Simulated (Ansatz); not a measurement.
## Stress against strain in CdS

```yaml
crystal:
  lattice:
    - [4.13480, 0.00000, 0.00000]
    - [-2.06740, 3.58084, 0.00000]
    - [0.00000, 0.00000, 6.74900]
  atoms:
    - { symbol: Cd, position: [0.33333, 0.66667, 0.00000] }
    - { symbol: Cd, position: [0.66667, 0.33333, 0.50000] }
    - { symbol: S, position: [0.33333, 0.66667, 0.38500] }
    - { symbol: S, position: [0.66667, 0.33333, 0.88500] }
```

Atom numbers follow the list: Cd1, Cd2, S3, S4.

Conventional cell: a = 4.135 Å, b = 4.135 Å, c = 6.749 Å, α = 90.00°, β = 90.00°, γ = 120.00°. Around Cd (atom 1) lie 4 S at 2.51 to 2.60 Å. Around S (atom 3) lie 4 Cd at 2.51 to 2.60 Å.

The geometry is COD entry 9008862, unchecked; take it as a test cell. It differs from other determinations.

These are results of Ansatz 0.2.0, DFT, LDA, all-electron LAPW, scalar-relativistic, not measurements.

Settings: a Γ-centred 8×8×4 k mesh, Fermi–Dirac smearing of 0.02 eV, basis error target 1 meV/atom, no spin polarisation.

The strain is applied along the Cartesian axes of the cell as listed (the other components stay zero). Fractional coordinates are held (clamped ions).

σ is the change of stress from the unstrained cell, which is at -2.70 GPa; tension is positive, so slopes are stress–strain coefficients at that pressure.

Only quantities that a quadratic follows smoothly over the whole series are listed; rougher ones are left out.

```csv
εzz,σzz (GPa),σxx (GPa)
-0.0200,-2.19,-0.48
0.0000,0.00,0.00
0.0100,0.91,0.22
0.0200,1.72,0.43
```

(1) Fit the series and read off the stiffness at zero strain.

(2) One run, at εzz = -0.0100, is withheld. Predict its row.

## Answers

(1) Least-squares fits y = p0 + p1 x + p2 x² to the rows give σzz (GPa): p1 = 97.7, p2 = -580; σxx (GPa): p1 = 22.7, p2 = -61. So C33 = 98 GPa and C13 = 23 GPa, for these axes.

(2) The fits give -1.04, -0.23; the run gave -1.03, -0.23.
